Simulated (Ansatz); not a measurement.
A calculation with Ansatz 0.2.0 of MnS (native input, Cartesian positions):

Contents of input.yaml:

```yaml
crystal:
  lattice:
    - [0.0, 2.4734634191, 2.4734634191]
    - [2.4734634191, 0.0, 2.4734634191]
    - [2.4734634191, 2.4734634191, 0.0]
  atoms:
    - { symbol: Mn, spin: 1.0, position_ang: [0.0, 0.0, 0.0] }
    - { symbol: S, position_ang: [3.710195129, 3.710195129, 3.710195129] }
hamiltonian:
  xc: pbesol
  pseudopotentials: { kind: paw }
  dispersion: d4
  hubbard:
    sites: [{ species: Mn, l: d, u_eff: 1.0 }]
    projectors: atomic
    double_counting: fll
magnetization:
  spin_polarized: true
  initial_magnetization: 1.0
  spin_locking: { lock_magnetization: hard }
kpoints:
  mp_grid: { grid: [9, 9, 9] }
scf:
  occupations: { method: fermi_dirac, width: 0.05 }
  n_extra_bands: 6
output:
  forces: true
  stress: true
  eigenvalues: true
  dos: { projected: false, de: 0.05, nscf_kmesh: { grid: [14, 14, 14] } }
```

Potentials or basis: Ansatz PAW.

Command:

```console
$ ansatz run input.yaml --threads 1 --pin off --max-ram 2560MiB --backend cpu --events-out ev --progress --plain --runs-dir out
```

The cell is a database's computed one.

**Question.** Write the same calculation in another form: native input, structure typed inline.

**Answer.** As run:

Contents of input.yaml:

```yaml
crystal:
  lattice:
    - [0.0, 2.4734634191, 2.4734634191]
    - [2.4734634191, 0.0, 2.4734634191]
    - [2.4734634191, 2.4734634191, 0.0]
  atoms:
    - { symbol: Mn, position: [0.0, 0.0, 0.0], spin: 1.0 }
    - { symbol: S, position: [0.75, 0.75, 0.75] }
hamiltonian:
  xc: pbesol
  pseudopotentials: { kind: paw }
  dispersion: d4
  hubbard:
    sites: [{ species: Mn, l: d, u_eff: 1.0 }]
    projectors: atomic
    double_counting: fll
magnetization:
  spin_polarized: true
  initial_magnetization: 1.0
  spin_locking: { lock_magnetization: hard }
kpoints:
  mp_grid: { grid: [9, 9, 9] }
scf:
  occupations: { method: fermi_dirac, width: 0.05 }
  n_extra_bands: 6
output:
  forces: true
  stress: true
  eigenvalues: true
  dos: { projected: false, de: 0.05, nscf_kmesh: { grid: [14, 14, 14] } }
  write_density: true
  write_potential: true
  elf: true
  volumetric_format: npy
```

Potentials or basis: Ansatz PAW.

Command:

```console
$ ansatz run input.yaml --threads 1 --pin off --max-ram 2560MiB --backend cpu --events-out ev --progress --plain --runs-dir out
```

Both were run:

|  | native input, Cartesian positions | native input, structure typed inline |
| --- | --- | --- |
| Pressure | -3.8 GPa | -3.8 GPa |
| Net moment | 1.00 μB per cell | 1.00 μB per cell |
| Absolute moment | 1.10 μB per cell | 1.10 μB per cell |
| Site moments | Mn +0.90; S -0.03 μB | Mn +0.90; S -0.03 μB |

Keys that steer only the numerical path or the files written may differ.

Caveat: the magnetic or orbital state may not be the lowest; the total moment is fixed, so each spin has its own Fermi level; a cell with one magnetic atom can't hold antiferromagnetic order, which such compounds often take; the PAW data sets come from PBE, with cores solved anew for the run's functional, which leaves a small shift of forces and pressure; the thresholds are loose for stress.
